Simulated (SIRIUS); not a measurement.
# ZrC in SIRIUS: the effect of Hubbard term

Crystal: ZrC.

```
Zr C
1.0
     0.00000    2.36500    2.36500
     2.36500    0.00000    2.36500
     2.36500    2.36500    0.00000
Zr C
1 1
Direct
  0.50000 0.50000 0.50000
  0.00000 0.00000 0.00000
```

Alike in all runs:

```yaml
Program: SIRIUS 7.10.0
Task: single point
Functional: PBE
Potentials_or_basis: PseudoDojo 0.4.1 PBE standard (scalar relativistic)
Cutoff: 1127 eV
Density_cutoff: 4507 eV
k_mesh: 10 × 10 × 10
Occupations: fermi-dirac, width 0.05 eV
Spin: no spin polarisation
Libxc_names: "[\"XC_GGA_X_PBE\", \"XC_GGA_C_PBE\"]"
Energy_tol: 1e-08 Ha
Density_tol: 1e-06
Mixer: anderson
Mixing_beta: 0.7
Max_scf: 100
Radial_cutoff_for_the_potentials'_integrals: 6.5 bohr
```

```tsv
Hubbard term	pressure (GPa)
none	-2.8
Zr d U = 2 eV	-0.1
Zr d U = 4 eV	3.0
Zr d U = 6 eV	?
Zr d U = 8 eV	11.2
```

Question: What does the run with Hubbard term Zr d U = 6 eV give?

Answer: Pressure 6.7 GPa.

Worked out: A parabola through the other rows of the pressure, of slope 2.04 GPa per eV there, gives 6.8 GPa, against the run's 6.7.

Caveats: U without spin polarisation on a metal has little footing (some runs); the U is typed as a test and isn't derived for this compound (some runs).
